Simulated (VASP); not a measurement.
A run of VASP 6.6.1:

The input INCAR:

```
ALGO = Fast ; EDIFF = 1E-7
ENCUT = 520 ; GGA = PS
ISIF = 2 ; ISMEAR = 0
LASPH = True ; LCHARG = True
LELF = True ; LREAL = False
LVHAR = True ; LWAVE = False
NBANDS = 10 ; NELM = 100
PREC = Accurate ; SIGMA = 0.1
```

Contents of KPOINTS:

```
k-points
0
Gamma
  12 12 7
```

The input POSCAR:

```
Li
1.0
    3.1881999934      0.0000000000      0.0000000000
   -1.5940999967      2.7610621866      0.0000000000
    0.0000000000      0.0000000000      4.7436941697
Li
2
Direct
    0.3333333333      0.6666666667      0.2500000000
    0.6666666667      0.3333333333      0.7500000000
```

Potentials or basis: VASP PAW PBE potentials, release 64 (Li_sv).

Launch:

```bash
$ cat potpaw_PBE.64/Li_sv/POTCAR > POTCAR
$ mpirun -np 1 vasp_std > vasp.out
```

Hardware: 1 thread of AMD EPYC 9R45 96-Core Processor (Zen 5), with other jobs on the host.

How long does it take, and how much memory?

Run time: 23 s on 1 thread of AMD EPYC 9R45 96-Core Processor (Zen 5), on a shared host, peak memory 0.12 GiB. Counts: scf iterations 17, k points 76.
